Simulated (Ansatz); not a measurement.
Theory: Ansatz 0.2.0, DFT PBE, scalar-relativistic, plane waves, PAW. All cells share a 420 eV cutoff and Γ-centred k meshes spaced at most about 0.3 Å⁻¹ (2π included). No spin polarisation in the final relaxations.

Formation energies are uncorrected and refer to the elements' standard structures at the same level.

A relaxed structure of Al3InAs4 has 24.84 Å³/atom, −0.417 eV/atom against the elements, a gap of 1.03 eV on its mesh:

```
Al In As
1.0
     4.12361    0.00000    0.00000
     0.00000    8.25455    0.00000
     0.00000    0.00000    5.83735
Al In As
3 1 4
Direct
  0.00000 0.74218 0.00009
  0.00000 0.25782 0.00009
  0.50000 0.50000 0.50101
  0.50000 0.00000 0.50023
  0.50000 0.73645 0.76078
  0.00000 0.00000 0.21901
  0.50000 0.26355 0.76078
  0.00000 0.50000 0.25801
```

Task: Ga takes the place of In on the same sites, and the cell is relaxed. What changes?

Result: Al3GaAs4 has a = 4.055 Å, b = 8.110 Å, c = 5.729 Å: 23.55 Å³/atom, −0.451 eV/atom against the elements, a gap of 1.30 eV on its mesh. The volume per atom changes by -5.2 % and the formation energy by -0.034 eV/atom (from unrounded values). The gap widens by 0.27 eV. Covalent radii: In 1.42 Å, Ga 1.22 Å; electronegativities 1.78 and 1.81. The cell follows the size of the atom. Around Al on a site of symmetry mm2 lie 4 As at 2.48 Å; Al on a site of symmetry m has 4 As at 2.48 Å; around Ga lie 4 As at 2.49 Å; As on a site of symmetry m is surrounded by 3 Al at 2.48 Å and 1 Ga at 2.49 Å; 2 more sites not described.

```
Al Ga As
1.0
     4.05525    0.00000    0.00000
     0.00000    8.10950    0.00000
     0.00000    0.00000    5.72949
Al Ga As
3 1 4
Direct
  0.00000 0.00000 0.00035
  0.50000 0.24973 0.50001
  0.50000 0.75027 0.50001
  0.00000 0.50000 0.99984
  0.00000 0.75080 0.74913
  0.50000 0.00000 0.24988
  0.00000 0.24920 0.74913
  0.50000 0.50000 0.25164
```

The two cells were relaxed from separate starts that ended on the same group and sites; neither need be the stable form of its compound. Kohn–Sham gaps at this level usually fall short of measured ones. The reference form of As is held partly by dispersion forces, which this level lacks. Cells relaxed within their symmetry can be saddle points.

Replacing In with Ga removes most of the size mismatch in this tetrahedral, zinc-blende-like framework. Ga and Al have nearly the same covalent size, because the filled 3d shell screens the Ga nucleus poorly and offsets the extra shell. The Al–As and Ga–As bonds therefore come out at 2.48 and 2.49 Å, and As sits almost at its ideal positions. In the In cell, As is visibly displaced away from the larger In and towards Al.

The more negative formation energy probably combines this strain relief with stronger Ga–As bonding; the nearly equal electronegativities give little reason to invoke greater ionicity. The wider gap matches the known order of GaAs and InAs. Shorter bonds probably push the antibonding, cation-s-derived conduction states upward, though the change of cation also shifts these levels directly, and the two effects are not separated here.

Formation energies against the elements do not show whether either ordered arrangement would resist separation into its binary arsenides.
